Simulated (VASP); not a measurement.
A run of VASP 6.6.1 is set up as follows.

File INCAR:

```
SYSTEM = NbH2
  PREC = Accurate
  ENCUT = 600
  EDIFF = 1E-7
  ISMEAR = -1
  SIGMA = 0.02
  LREAL = .False.
  LASPH = .True.
  NELM = 100
  ALGO = Fast
  ISIF = 3
  LWAVE = .False.
  LCHARG = .False.
  GGA = CA
  IBRION = 2
  NSW = 60
  EDIFFG = -0.03
```

KPOINTS

```
Automatic mesh
0
Gamma
  8 8 8
  0 0 0
```

POSCAR

```
NbH2
1.0
    0.0000000000      2.2815000000      2.2815000000
    2.2815000000      0.0000000000      2.2815000000
    2.2815000000      2.2815000000      0.0000000000
Nb H
1 2
Direct
    0.0000000000      0.0000000000      0.0000000000
    0.2500000000      0.2500000000      0.2500000000
    0.7500000000      0.7500000000      0.7500000000
```

Potentials or basis: VASP PAW LDA potentials, release 64 (Nb_sv, H).

Run with:

```console
$ cat potpaw_LDA.64/Nb_sv/POTCAR potpaw_LDA.64/H/POTCAR > POTCAR
$ mpirun -np 1 vasp_std > vasp.out
```

Predict the space group after relaxing (to 0.05 Å).

Fm-3m (No. 225).

What does it give for the relaxed cell?

a = 3.179 Å, b = 3.179 Å, c = 3.179 Å, α = 60.00°, β = 60.00°, γ = 60.00°.

Final structure:
```yaml
crystal:
  lattice:
    - [0.00000, 2.24816, 2.24816]
    - [2.24816, 0.00000, 2.24816]
    - [2.24816, 2.24816, 0.00000]
  atoms:
    - { symbol: Nb, position: [0.00000, 0.00000, 0.00000] }
    - { symbol: H, position: [0.25000, 0.25000, 0.25000] }
    - { symbol: H, position: [0.75000, 0.75000, 0.75000] }
```

LDA usually gives volumes a few per cent too small. Zero-point motion and thermal expansion aren't in these numbers.
